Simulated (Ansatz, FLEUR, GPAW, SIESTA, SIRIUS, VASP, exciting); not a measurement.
# One calculation of Mo, 8 ways

```xyz
1
Lattice="-1.5838 1.5838 1.5838 1.5838 -1.5838 1.5838 1.5838 1.5838 -1.5838" Properties=species:S:1:pos:R:3 pbc="T T T"
Mo    0.0000    0.0000    0.0000
```

Alike in all runs: task equation of state; functional PBEsol; k mesh 12 × 12 × 12; occupations fermi-dirac, width 0.05 eV; no spin polarisation; no spin-orbit coupling.

```tsv
program and potentials	plane-wave cutoff (eV)	notes	equilibrium volume (Å³/atom)	bulk modulus (GPa)
SIESTA, files PseudoDojo sr-pbesol-0.4.1-standard, DZP (energy shift 0.003 Ry; two zetas on semicore shells)	-	atomic basis	15.51	285.8
FLEUR, all-electron, FLAPW	-	-	15.32	282.7
VASP, PBE PAW files Mo_sv, 520 eV	520	potentials made for PBE	?	?
SIRIUS, all-electron FP-LAPW, apw+lo standard	-	-	15.31	282.0
Ansatz, all-electron LAPW, scalar-relativistic	-	-	15.32	283.3
GPAW, PAW data sets generated for this functional	600	-	15.30	280.6
exciting, all-electron LAPW+lo, shipped species files, valence relativity iora*	-	-	15.34	287.3
SIRIUS, PseudoDojo 0.4.1 PBEsol standard (scalar relativistic)	1102	-	15.34	283.2
```

Problem. Estimate from the other rows what the run with VASP, PBE PAW files Mo_sv, 520 eV gave.

Solution. Equilibrium volume 15.35 Å³/atom; bulk modulus 283.5 GPa. The other rows, which needn't bracket it: equilibrium volume 15.30 to 15.51; bulk modulus 280.6 to 287.3.
